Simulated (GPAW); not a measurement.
Write an ASE script for GPAW 26.7.0 that does the following.

```yaml
Task: single point
Functional: PBE
Potentials_or_basis: GPAW PAW data sets (gpaw-data 1.2.1)
Cutoff: 600 eV
Basis: pw
k_mesh: 9 × 9 × 5
Occupations: gaussian, width 0.05 eV
Spin: no spin polarisation
Maxiter: 150
```

Crystal: Pb.

```
Pb
1.0
     3.48000    0.00000    0.00000
    -1.74000    3.01377    0.00000
     0.00000    0.00000    5.59000
Pb
2
Direct
  0.66667 0.33333 0.75000
  0.33333 0.66667 0.25000
```

This isn't the form of Pb at room conditions, which is fcc.

One way to write it, as run:

run.py

```python
from ase import Atoms
from ase.dft.bandgap import bandgap
from ase.io import write
from ase.units import GPa
from gpaw import GPAW, PW

atoms = Atoms(['Pb', 'Pb'],
              cell=[[3.48, 0.0, 0.0],
                    [-1.74, 3.0137684052, 0.0],
                    [0.0, 0.0, 5.59]],
              scaled_positions=[[0.6666666667, 0.3333333333, 0.75],
                                [0.3333333333, 0.6666666667, 0.25]],
              pbc=True)

calc = GPAW(mode=PW(600),
            xc='PBE',
            kpts={'size': (9, 9, 5), 'gamma': True},
            occupations={'name': 'methfessel-paxton', 'order': 0, 'width': 0.05},
            nbands=24,
            convergence={'density': 1e-05, 'energy': 1e-05},
            maxiter=150,
            txt='gpaw.txt')
atoms.calc = calc
energy = atoms.get_potential_energy()
forces = atoms.get_forces()
stress = atoms.get_stress()
calc.write('gs.gpw')
write('result.traj', atoms)
print(f'Energy: {energy:.6f} eV')
print('Forces (eV/A):')
print(forces.round(4))
print('Stress (GPa):', (stress / GPa).round(3))
print('Fermi level:', round(calc.get_fermi_level(), 4), 'eV')
print(f'Gap: {bandgap(calc)[0]:.4f} eV, direct: {bandgap(calc, direct=True)[0]:.4f} eV')
```

Potentials or basis: GPAW PAW data sets (gpaw-data 1.2.1), pw.

Command:

```bash
$ OMP_NUM_THREADS=1 python run.py
```

Results of the run:

- Pressure: 3.7 GPa
- Band gap on the k mesh: none (metal or under the smearing width)

Run time: 24 s on 1 thread of Arm Neoverse V2, on a shared host, peak memory 0.19 GiB.
